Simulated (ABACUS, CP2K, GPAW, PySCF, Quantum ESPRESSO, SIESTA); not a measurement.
**The bulk modulus of PbS, sorted by core time**

```
Pb S
1.0
     0.00000    2.96575    2.96575
     2.96575    0.00000    2.96575
     2.96575    2.96575    0.00000
Pb S
1 1
Direct
  0.00000 0.00000 0.00000
  0.50000 0.50000 0.50000
```

| rung | level | program and potentials | cutoff (eV) | k mesh | smearing | core time | chip | bulk modulus (GPa) | notes |
| --- | --- | --- | --- | --- | --- | --- | --- | --- | --- |
| GGA | PBEsol | ABACUS, PseudoDojo NC SR 0.4.1 PBEsol standard, plane waves | 857 | 6 × 6 × 6 | fermi-dirac 0.05 | 55 s | Intel Xeon Platinum 8488C Sapphire Rapids | 58.2 | fit through 4 volumes |
| GGA | PW91 | GPAW, PAW data sets generated for this functional | 600 | 6 × 6 × 6 | fermi-dirac 0.05 | 68 s | Arm Neoverse V2 | 53.9 | - |
| GGA | RGE2 | Quantum ESPRESSO, PseudoDojo 0.4.1 SR PBE standard | 762 | 8 × 8 × 8 | fermi-dirac 0.05 | 1.8 min | AMD EPYC 7B13 Zen 3 | 55.9 | potentials made for PBE |
| meta-GGA | r2SCAN | CP2K, POTENTIAL_UZH Pb GTH-SCAN-q4, S GTH-SCAN-q6; TZVP-MOLOPT-SCAN-GTH basis | - | 8 × 8 × 8 | fermi-dirac 0.01 | 2.3 min | AMD EPYC 9R45 Zen 5 | 57.5 | atomic basis |
| GGA | PBEsol | SIESTA, files PseudoDojo sr-pbesol-0.4.1-standard, DZP (energy shift 0.003 Ry; two zetas on semicore shells) | - | 8 × 8 × 8 | fermi-dirac 0.05 | 2.6 min | Intel Xeon 6975P-C Granite Rapids | 58.8 | atomic basis |
| GGA | PBE | SIESTA, files PseudoDojo sr-pbe-0.4.1-standard, DZP (energy shift 0.003 Ry; two zetas on semicore shells) | - | 8 × 8 × 8 | fermi-dirac 0.05 | 2.8 min | Intel Xeon 6975P-C Granite Rapids | 53.0 | atomic basis |
| GGA | PBE | ABACUS, PseudoDojo NC SR 0.4.1 PBE standard, plane waves | 857 | 8 × 8 × 8 | fermi-dirac 0.05 | 3.2 min | Intel Xeon Platinum 8559C Emerald Rapids | 53.0 | - |
| GGA | PBEsol | ABACUS, PseudoDojo NC SR 0.4.1 PBEsol standard, plane waves | 857 | 8 × 8 × 8 | fermi-dirac 0.05 | 6 min | Intel Xeon Platinum 8259CL Skylake/Cascade Lake | 59.3 | - |
| LDA | LDA | PySCF, DZVP-MOLOPT-SR/GTH-PBE (potentials made for PBE) | - | 5 × 5 × 5 | fermi-dirac 0.05 | 9.6 min | Intel Xeon 6975P-C Granite Rapids | 58.5 | coarse mesh; atomic basis; potentials made for PBE |

Times are single runs on shared hosts and different chips, so they are rough; meshes, cutoffs and the tasks' sizes weigh on the time. Task: equation of state. All rows: no spin polarisation. Smearing widths are in eV. The cell comes from a database and isn't always the measured one. Meshes differ between rows, which moves values too. Meshes are those of the run's cell of 2 atoms unless a note names another. Misses use the values as printed. Runs on faulty files, with rough fits or with known faults for this quantity aren't shown. No row holds spin-orbit coupling.

Measured: 51 GPa (arxiv:cond-mat/0210013).

**Question.** Which of the timed runs without a coarse mesh or an atomic basis is the cheapest that comes within 8 % of the measured bulk modulus?

**Answer.** PW91 (GPAW, PAW data sets generated for this functional): 53.9 GPa in 68 s. One crystal doesn't make the level reliable, since errors can cancel. The runs are for a static lattice, while measurements hold temperature and zero-point motion.
